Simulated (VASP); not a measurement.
# N2 in VASP: further runs

The runs below take N2 through single point, with RPBE, RPBE+D3(BJ).

All numbers are computed with VASP 6.6.1; they aren't measurements. Logs are shortened: lines on timing, memory, paths and dates and some standing lists are left out, and cuts for length are marked.

**1. The structure**

The cell holds a molecule in a box, 2 atoms: a = 11.441 Å, b = 11.941 Å, c = 12.441 Å, α = 90.00°, β = 90.00°, γ = 90.00°.

**2. Single point, RPBE**

Input file INCAR:

```
SYSTEM = N
ALGO = Normal
EDIFF = 1E-7
ENCUT = 400
GGA = RP
ISIF = 2
ISMEAR = 0
ISYM = 0
LASPH = .True.
LCHARG = .False.
LREAL = .False.
LWAVE = .False.
NBANDS = 12
NELM = 100
PREC = Accurate
SIGMA = 0.01
```

Input file KPOINTS:

```
k-points
0
Gamma
  1 1 1
  0 0 0
```

Input file POSCAR:

```
N                                       
1.0
   11.4414717937      0.0000000000      0.0000000000
    0.0000000000     11.9414717937      0.0000000000
    0.0000000000      0.0000000000     12.4414717937
  N             
     2
Selective dynamics
Direct
     0.5214622657000021    0.5159199176000016    0.4621639702999971   F   F   F
     0.4777975808467083    0.4920518608591560    0.5391389110767585   T   T   T
```

Potentials or basis: VASP PAW PBE potentials, release 64 (N).

On the command line:

```sh
cat potpaw_PBE.64/N/POTCAR > POTCAR
mpirun -np 1 vasp_gam > vasp.out
```

OUTCAR:

```text
SYSTEM = N
   EDIFF = 1E-7
   ENCUT = 400
   GGA = RP
   ISIF = 2
   ISMEAR = 0
   ISYM = 0
   LASPH = .True.
   LREAL = .False.
   NELM = 100
   PREC = Accurate

 ion  position               nearest neighbor table
   1  0.521  0.516  0.462-   2 1.12
   2  0.478  0.492  0.539-   1 1.12

IMPORTANT INFORMATION: All symmetrisations will be switched off!
NOSYMM: (Re-)initialisation of all symmetry stuff for point group C_1.

----------------------------------------------------------------------------------------

                                     Primitive cell

  volume of cell :    1699.8536

  direct lattice vectors                    reciprocal lattice vectors
    11.441471794  0.000000000  0.000000000     0.087401343  0.000000000  0.000000000
     0.000000000 11.941471794  0.000000000     0.000000000  0.083741771  0.000000000
     0.000000000  0.000000000 12.441471794     0.000000000  0.000000000  0.080376343

  length of vectors
    11.441471794 11.941471794 12.441471794     0.087401343  0.083741771  0.080376343

  position of ions in fractional coordinates (direct lattice)
     0.521462266  0.515919918  0.462163970
     0.477797581  0.492051861  0.539138911

  ion indices of the primitive-cell ions
   primitive index   ion index
                 1           1
                 2           2

----------------------------------------------------------------------------------------

 KPOINTS: k-points

Automatic generation of k-mesh.
 Grid dimensions read from file:
 generate k-points for:    1    1    1

 Generating k-lattice:

  Cartesian coordinates                     Fractional coordinates (reciprocal lattice)
     0.087401343  0.000000000  0.000000000     1.000000000  0.000000000  0.000000000
     0.000000000  0.083741771  0.000000000     0.000000000  1.000000000  0.000000000
     0.000000000  0.000000000  0.080376343     0.000000000  0.000000000  1.000000000

  Length of vectors
     0.087401343  0.083741771  0.080376343

  Shift w.r.t. Gamma in fractional coordinates (k-lattice)
     0.000000000  0.000000000  0.000000000

 Subroutine IBZKPT returns following result:
 ===========================================

 Found      1 irreducible k-points:

 Following reciprocal coordinates:
            Coordinates               Weight
  0.000000  0.000000  0.000000      1.000000
   k-points           NKPTS =      1   k-points in BZ     NKDIM =      1   number of bands    NBANDS=     12
   number of dos      NEDOS =    301   number of ions     NIONS =      2
   total plane-waves  NPLWV = 537600
   dimension x,y,z NGX =    80 NGY =   80 NGZ =   84
   dimension x,y,z NGXF=   160 NGYF=  160 NGZF=  168
   ions per type =               2
   NGX,Y,Z   is equivalent  to a cutoff of  11.62, 11.14, 11.22 a.u.
   NGXF,Y,Z  is equivalent  to a cutoff of  23.25, 22.27, 22.45 a.u.
 SYSTEM =  N
   PREC   = accura    normal or accurate (medium, high low for compatibility)
   ISTART =      0    job   : 0-new  1-cont  2-samecut
   ICHARG =      2    charge: 1-file 2-atom 10-const
   ISPIN  =      1    spin polarized calculation?
   LNONCOLLINEAR =      F non collinear calculations
   LSORBIT =      F    spin-orbit coupling
   LASPH  =      T    aspherical Exc in radial PAW
   ENCUT  =  400.0 eV  29.40 Ry    5.42 a.u.  18.66 19.47 20.29*2*pi/ulx,y,z
   NELM   =    100;   NELMIN=  2; NELMDL= -5     # of ELM steps
   EDIFF  = 0.1E-06   stopping-criterion for ELM
   LREAL  =      F    real-space projection
   EDIFFG = 0.1E-05   stopping-criterion for IOM
   NSW    =      0    number of steps for IOM
   IBRION =     -1    ionic relax: 0-MD 1-quasi-New 2-CG
   NFREE  =      0    steps in history (QN), initial steepest desc. (CG)
   ISIF   =      2    stress and relaxation
   ISYM   =      0    0-nonsym 1-usesym 2-fastsym
   POTIM  = 0.5000    time-step for ionic-motion
   TEBEG  =    0.0;   TEEND  =   0.0 temperature during run
   PSTRESS=    0.0 pullay stress
   NELECT =      10.0000    total number of electrons
   NUPDOWN=      -1.0000    fix difference up-down
   EMIN   =  10.00;   EMAX   =-10.00  energy-range for DOS
   EFERMI =   0.00;   METHOD = LEGACY
   ISMEAR =     0;   SIGMA  =   0.01  broadening in eV -4-tet -1-fermi 0-gaus
   EFERMI_NEDOS =   21; number of points for ismear=-14 and -15
   IALGO  =     38    algorithm
   IMIX   =      4    mixing-type and parameters
     AMIX     =   0.40;   BMIX     =  1.00
     AMIX_MAG =   1.60;   BMIX_MAG =  1.00
  volume/ion in A,a.u.               =     849.93      5735.59
  Fermi-wavevector in a.u.,A,eV,Ry     =   0.295532  0.558474  1.188320  0.087339
  Thomas-Fermi vector in A             =   1.159194
   LORBIT       =      0    0 simple, 1 ext, 2 COOP (PROOUT), +10 PAW based schemes
   GGA     = RP    functional components
   LHFCALC =     F    Hartree Fock is set to
   AEXX    =    0.0000 exact exchange contribution
   IVDW    =     0    specifies the selected vdW correction
   LEPSILON=     F    determine dielectric tensor
   LRPA    =     F    only Hartree local field effects (RPA)
 non-spin polarized calculation
 Gauss-broadening in eV      SIGMA  =   0.01
  energy-cutoff  :      400.00
  volume of cell :     1699.85
 maximum number of plane-waves:     15454
 NGX is ok and might be reduce to    80
   NGX = 37   NGY = 39   NGZ = 41

 number of electron      10.0000002 magnetization

 Free energy of the ion-electron system (eV)
  ---------------------------------------------------
  ext. energy  EPLUGINS =         0.00000000
  ---------------------------------------------------
  free energy    TOTEN  =       -16.26159476 eV

  energy without entropy =      -16.26159476  energy(sigma->0) =      -16.26159476

 E-fermi :  -9.9933     XC(G=0):  -0.4068

 val. band max:      -10.0635754538   @ k =   0.0000   0.0000   0.0000
 cond. band min:      -2.0126335246   @ k =   0.0000   0.0000   0.0000
 fundamental gap:      8.0509419292
 Fermi energy:        -9.9933454245

 k-point     1 :       0.0000    0.0000    0.0000
  band No.  band energies     occupation
      1     -28.0784      2.00000
      2     -13.5492      2.00000
      3     -11.3626      2.00000
      4     -11.3624      2.00000
      5     -10.0636      2.00000
      6      -2.0126      0.00000
      7      -2.0122      0.00000
      8      -0.2205      0.00000
      9       0.7028      0.00000
     10       0.7233      0.00000
     11       0.7565      0.00000
     12       0.8307      0.00000

------------------------ aborting loop because EDIFF is reached ----------------------------------------

  FORCE on cell =-STRESS in cart. coord.  units (eV):
  Direction    XX          YY          ZZ          XY          YZ          ZX
  --------------------------------------------------------------------------------------
  -------------------------------------------------------------------------------------
  Total       -0.9454836     -1.0253439     -0.6736593      0.0595136     -0.1107951     -0.1982180
  in kB       -0.8911546     -0.9664261     -0.6349498      0.0560938     -0.1044286     -0.1868281
  external PRESSURE =      -0.8308435 kB  Pullay stress =       0.0000000 kB

 VOLUME and BASIS-vectors are now :
 -----------------------------------------------------------------------------
  energy-cutoff  :      400.00
  volume of cell :     1699.85
      direct lattice vectors                 reciprocal lattice vectors
    11.441471794  0.000000000  0.000000000     0.087401343  0.000000000  0.000000000
     0.000000000 11.941471794  0.000000000     0.000000000  0.083741771  0.000000000
     0.000000000  0.000000000 12.441471794     0.000000000  0.000000000  0.080376343

 POSITION                                       TOTAL-FORCE (eV/Angst)
 -----------------------------------------------------------------------------------
      5.96630      6.16084      5.75000         0.295676      0.164618     -0.562787
      5.46671      5.87582      6.70768        -0.295676     -0.164618      0.562787
 -----------------------------------------------------------------------------------
    total drift:                               -0.000125      0.000066     -0.000374

  FREE ENERGIE OF THE ION-ELECTRON SYSTEM (eV)
  ---------------------------------------------------
  free  energy   TOTEN  =       -16.2615947646 eV

  energy  without entropy=      -16.2615947646  energy(sigma->0) =      -16.26159476
```

Run time: 56 s. Hardware: 1 thread of Intel Xeon 6975P-C (Granite Rapids), shared host; peak memory 0.87 GiB.

Results:

| Item | Value |
| --- | --- |
| Free energy | -16.2616 eV |
| Largest force | 0.657 eV/Å |
| Gap between the frontier levels | 8.05 eV |

Forces in eV/Å, atoms in the order of the input:
```
N    0.296  0.165 -0.563
N   -0.296 -0.165  0.563
```

Caveat: the cutoff is under 1.25 times the usual one of these potentials, so pressure, stress and relaxed cells hold a basis-set (Pulay) error; the standard files for N, O and F lose accuracy on very short bonds; the PAW data sets were made with another functional, which shifts forces and pressure a little. A hybrid or GW would open this gap; RPBE tends to underestimate it.

**3. Single point, RPBE+D3(BJ)**

INCAR, as its differences from that of step 2:

```diff
@@ -8,2 +8,3 @@
 ISYM = 0
+IVDW = 12
 LASPH = .True.
```

KPOINTS is that of step 2.

POSCAR is that of step 2.

Potentials or basis: VASP PAW PBE potentials, release 64 (N).

On the command line:

```sh
cat potpaw_PBE.64/N/POTCAR > POTCAR
mpirun -np 1 vasp_gam > vasp.out
```

Wall time 47 s (1 thread of Intel Xeon 6975P-C (Granite Rapids), shared host); peak memory 0.87 GiB.

The run converged. Its results:

```yaml
Free_energy: -16.3421 eV
Largest_force: 0.655 eV/Å
Gap_between_the_frontier_levels: 8.05 eV
Dispersion_energy_per_atom: -0.040 eV
```

Forces on the atoms (eV/Å):
```
N    0.295  0.164 -0.561
N   -0.295 -0.164  0.561
```

Levels at points of the mesh, in eV from the valence-band top:
```tsv
k point	band 2	band 3	band 4	band 5	band 6	band 7	band 8	band 9
(0.00, 0.00, 0.00)	-3.49	-1.30	-1.30	0.00	8.05	8.05	9.84	10.77
```

Caveat: the cutoff is under 1.25 times the usual one of these potentials, so pressure, stress and relaxed cells hold a basis-set (Pulay) error; the standard files for N, O and F lose accuracy on very short bonds; the PAW data sets were made with another functional, which shifts forces and pressure a little. Expect the measured gap to be larger: semilocal functionals such as RPBE lack the derivative discontinuity.
